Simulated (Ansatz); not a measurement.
Crystal: Bi2Se3 (Paraguanajuatite).

```
Bi Se
1.0
     2.07150    1.19598    9.54533
    -2.07150    1.19598    9.54533
     0.00000   -2.39196    9.54533
Bi Se
2 3
Direct
  0.59920 0.59920 0.59920
  0.40080 0.40080 0.40080
  0.78830 0.78830 0.78830
  0.21170 0.21170 0.21170
  0.00000 0.00000 0.00000
```

| Property | Result |
| --- | --- |
| Program | Ansatz 0.2.0 |
| Task | relaxation of cell and atoms |
| Functional | RPBE |
| Potentials or basis | Ansatz PAW |
| Cutoff | 420 eV (not typed: the program's choice for these potentials) |
| k mesh | 8 × 8 × 8 |
| Occupations | fermi-dirac, width 0.05 eV |
| Spin | no spin polarisation |

At the start: volume 28.38 Å³/atom.

Where does the relaxation end?

It ends after 14 steps and the volume is 37.20 Å³/atom (+31.1 %); space group R-3m (No. 166, to 0.05 Å).

The path:
| step | energy change (eV) | largest force (eV/Å) | volume (Å³) |
| --- | --- | --- | --- |
| 1 | 0.0000 | 0.1607 | 141.89 |
| 2 | -0.1292 | 0.4895 | 162.89 |
| 3 | -0.2221 | 0.0997 | 163.16 |
| 4 | -0.2560 | 0.0929 | 164.34 |
| 5 | -0.2752 | 0.0229 | 169.15 |
| 6 | -0.2773 | 0.0422 | 171.86 |
| 7 | -0.2775 | 0.0086 | 172.08 |
| 8 | -0.2905 | 0.0098 | 172.08 |
| 9 | -0.2973 | 0.0097 | 175.45 |
| 10 | -0.3026 | 0.0132 | 181.63 |
| 11 | -0.3030 | 0.0312 | 185.00 |
| 12 | -0.3032 | 0.0021 | 185.07 |
| 13 | -0.3032 | 0.0008 | 185.99 |
| 14 | -0.3046 | 0.0006 | 185.99 |

Final structure:
```cif
data_structure
_symmetry_space_group_name_H-M 'P 1'
_symmetry_Int_Tables_number 1
_cell_length_a 12.2306
_cell_length_b 12.2306
_cell_length_c 12.2306
_cell_angle_alpha 19.932
_cell_angle_beta 19.932
_cell_angle_gamma 19.932
_cell_volume 185.99
loop_
_atom_site_label
_atom_site_type_symbol
_atom_site_fract_x
_atom_site_fract_y
_atom_site_fract_z
_atom_site_occupancy
Bi1 Bi 0.61187 0.61187 0.61187 1
Bi2 Bi 0.38813 0.38813 0.38813 1
Se1 Se 0.76483 0.76483 0.76483 1
Se2 Se 0.23517 0.23517 0.23517 1
Se3 Se 0.00000 0.00000 0.00000 1
```

Caveat: the volume moved by over 15 % at a fixed basis, so the end points are rough; the plane-wave basis is chosen anew once the cell has moved, so the energies of steps on either side of that aren't comparable; the PAW data sets come from PBE, with cores solved anew for the run's functional, which leaves a small shift of forces and pressure.
